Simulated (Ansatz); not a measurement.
```cif
data_structure
_symmetry_space_group_name_H-M 'P 1'
_symmetry_Int_Tables_number 1
_cell_length_a 2.7887
_cell_length_b 2.7887
_cell_length_c 2.7887
_cell_angle_alpha 60.000
_cell_angle_beta 60.000
_cell_angle_gamma 60.000
_cell_volume 15.34
loop_
_atom_site_label
_atom_site_type_symbol
_atom_site_fract_x
_atom_site_fract_y
_atom_site_fract_z
_atom_site_occupancy
Li1 Li 0.00000 0.00000 0.00000 1
F1 F 0.50000 0.50000 0.50000 1
```

PBE orbitals in Ansatz, hard PAW set made for 700 eV, wave cutoff 700 eV, 4×4×4 mesh, Wigner-Seitz cut of the exact exchange. The files were made with PBE, which bears on the Hartree-Fock expression through the cores.

The cell is then scaled evenly to 1.128 times this volume.

Energy change of the cell: PBE -0.029 eV (mean pressure +2.4 GPa).

**Question.** What change follows for the Hartree-Fock expression on the same orbitals?

**Answer.** The Hartree-Fock expression on the same orbitals: +0.022 eV (mean pressure -1.8 GPa).

The cell is a model at fixed atoms and needn't be the relaxed known crystal. The mesh is coarse, so these steps aren't converged.
